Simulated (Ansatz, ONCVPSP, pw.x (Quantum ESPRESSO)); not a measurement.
# Ta (Z = 73): does the ONCV potential hold in the solid?

tantalum, optimised norm-conserving Vanderbilt (ONCV), made with ONCVPSP 4.0.1.1 (patched build) (PBE, scalar-relativistic). Core [Kr] 4d10 4f14, reference 5s2 5p6 5d3 6s2. Waves: 5s+6s: rc 2.08 bohr, ncon 5, nbas 9, qcut 5 1/bohr, 2 projectors; 5p: rc 1.86 bohr, ncon 5, nbas 9, qcut 5.9 1/bohr, 2 projectors, debl 0.6 Ha; 5d: rc 2.12 bohr, ncon 3, nbas 8, qcut 5.5 1/bohr, 2 projectors, debl 2 Ha. Local part: polynomial inside 1.56 bohr (lpopt 5, dvloc0 1 Ha). Core correction: Teter function, fcfact 1.5, rcfact 1.2.

In the p channel the program set the typed energies aside and used -1.448, 0.250 Ha.

Crystal test: fcc Ta in pw.x 7.5, no spin, 13³ k-points, Fermi–Dirac smearing 0.01 Ry, cutoffs 85/340 Ry. The reference is all-electron LAPW (Ansatz 0.2.0) with the same functional, mesh and smearing; V0 and B0 come from Birch–Murnaghan fits to the pressures at five volumes. Errors are pseudo minus all-electron; Δ is the rms difference of the E(V) curves that follow from these fits, minima aligned, over ±6 % about the mean V0. Mesh and smearing are coarse, so the numbers serve the comparison and aren't converged zero-temperature values; the lattice is a test structure that the element need not adopt.

All-electron: a0 = 4.224 Å (V0 = 18.84 Å³/atom), B0 = 188.4 GPa.

Problem. How far does the potential miss the all-electron equation of state?

Solution. converged, but broken (pressure over 100 GPa off). The pressure does not cross zero within the volumes sampled, so no fit is given. The pseudo pressure rises with volume over the whole range, a mechanical instability. Note: ghosts flagged at negative energy: p at -6485.2 eV; GHOST(+) flags only above 600 eV. A true bound ghost makes a file unfit for plane-wave use. A pressure error of this size marks a broken potential; the numbers have no physical meaning.

| V (Å³/atom) | P all-electron (GPa) | P pseudo (GPa) |
| --- | --- | --- |
| 17.984 | 9.60 | -2864.45 |
| 18.458 | 4.06 | -2761.41 |
| 18.931 | -0.85 | -2693.34 |
| 19.404 | -5.22 | -2631.43 |
| 19.878 | -9.10 | -2567.88 |

Problem. At the middle volume, how do free energy and pressure move when the wave cutoff is lowered (ecutrho kept at four times it)?

Solution.

```tsv
cutoff (Ry)	shift of F (meV/atom)	shift of P (GPa)
38	+8480879.8	-124184.41
51	+6388409.8	-4418.49
68	+2513484.5	-118524.40
```

Input at the middle volume:

```
&control
  calculation='scf', prefix='x', pseudo_dir='./', outdir='./tmp', tstress=.true., disk_io='low'
/
&system
  ibrav=0, nat=1, ntyp=1, ecutwfc=85, ecutrho=340, nbnd=14,
  occupations='smearing', smearing='fd', degauss=0.01
/
&electrons
  conv_thr=1e-09, mixing_beta=0.4, electron_maxstep=70
/
ATOMIC_SPECIES
Ta 1.0 Ta.UPF
CELL_PARAMETERS angstrom
  0.00000000 2.11534489 2.11534489
  2.11534489 0.00000000 2.11534489
  2.11534489 2.11534489 0.00000000
ATOMIC_POSITIONS crystal
Ta 0.0000 0.0000 0.0000
K_POINTS automatic
13 13 13 0 0 0
```

```bash
pw.x < Ta.scf.in > Ta.scf.out
```

Lines of the output:

```
Message from routine setup:
     using ibrav=0 with symmetry is DISCOURAGED, use correct ibrav instead
     lattice parameter (alat)  =       5.6532  a.u.
     unit-cell volume          =     127.7527 (a.u.)^3
     number of electrons       =        13.00
     number of Kohn-Sham states=           14
     kinetic-energy cutoff     =      85.0000  Ry
     charge density cutoff     =     340.0000  Ry
     scf convergence threshold =      1.0E-09
     Exchange-correlation= PBE
     number of k points=    84  Fermi-Dirac smearing, width (Ry)=  0.0100
     iteration #  1     ecut=    85.00 Ry     beta= 0.40
     total energy              =   -2365.24679891 Ry
     estimated scf accuracy    <      11.44949925 Ry
     iteration #  2     ecut=    85.00 Ry     beta= 0.40
     total energy              =   -2364.59879738 Ry
     estimated scf accuracy    <       2.06815911 Ry
     iteration #  3     ecut=    85.00 Ry     beta= 0.40
     total energy              =   -2365.10203529 Ry
     estimated scf accuracy    <       0.06650253 Ry
     iteration #  4     ecut=    85.00 Ry     beta= 0.40
     total energy              =   -2365.12081341 Ry
     estimated scf accuracy    <       0.01141539 Ry
     iteration #  5     ecut=    85.00 Ry     beta= 0.40
     total energy              =   -2365.12098894 Ry
     estimated scf accuracy    <       0.00091904 Ry
     iteration #  6     ecut=    85.00 Ry     beta= 0.40
     total energy              =   -2365.12117531 Ry
     estimated scf accuracy    <       0.00001034 Ry
     iteration #  7     ecut=    85.00 Ry     beta= 0.40
     total energy              =   -2365.12115657 Ry
     estimated scf accuracy    <       0.00003285 Ry
     iteration #  8     ecut=    85.00 Ry     beta= 0.40
     total energy              =   -2365.12116272 Ry
     estimated scf accuracy    <       0.00000013 Ry
     iteration #  9     ecut=    85.00 Ry     beta= 0.40
     total energy              =   -2365.12116271 Ry
     estimated scf accuracy    <       0.00000002 Ry
     iteration # 10     ecut=    85.00 Ry     beta= 0.40
     the Fermi energy is     3.9667 ev
!    total energy              =   -2365.12116272 Ry
     estimated scf accuracy    <          5.1E-10 Ry
     smearing contrib. (-TS)   =      -0.00831531 Ry
     The total energy is F=E-TS. E is the sum of the following terms:
     one-electron contribution =   -2283.88458196 Ry
     hartree contribution      =      37.36555958 Ry
     xc contribution           =     -21.67616242 Ry
     ewald contribution        =     -96.91766260 Ry
     convergence has been achieved in  10 iterations
          total   stress  (Ry/bohr**3)                   (kbar)     P=   -26933.41
```

The run at the middle volume (84 k-points, 10 iterations) took about 56 s on one core of a shared host (Neoverse-N1, 64 threads, 124 GiB, load 56).
